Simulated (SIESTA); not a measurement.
Crystal: Bi2Se3 (Paraguanajuatite).

```xyz
5
Lattice="2.0715 1.1960 9.5453 -2.0715 1.1960 9.5453 0.0000 -2.3920 9.5453" Properties=species:S:1:pos:R:3 pbc="T T T"
Bi    0.0000    0.0000   17.1587
Bi    0.0000    0.0000   11.4773
Se    0.0000    0.0000   22.5738
Se    0.0000    0.0000    6.0622
Se    0.0000    0.0000    0.0000
```

Base run:

```yaml
Program: SIESTA 5.4.2
Functional: vdW-DF-cx
Potentials_or_basis: PseudoDojo 0.4 standard (PBE files)
Basis: DZP (energy shift 0.003 Ry; two zetas on semicore shells)
Grid_cutoff: 500 Ry
Energy_shift: 0.003 Ry
k_mesh: 8 × 8 × 8
Occupations: fermi-dirac, width 0.05 eV
Spin: no spin polarisation
```

Its results: band gap on the k mesh 0.21 eV, direct; pressure 2.1 GPa; largest force 0.451 eV/Å.

The run is repeated on the same cell with these changes: functional from vdW-DF-cx to BLYP. What comes out?

Band gap on the k mesh 0.29 eV, direct; pressure 7.7 GPa; largest force 0.580 eV/Å.

Caveats: the potentials were made for another functional, which shifts forces and pressure; spin-orbit coupling is left out, which as a rule narrows the gap of such compounds by several tenths of an eV; the basis of atomic orbitals isn't converged, which shifts pressures, moduli and gaps.

Not every run made on this cell is shown here.
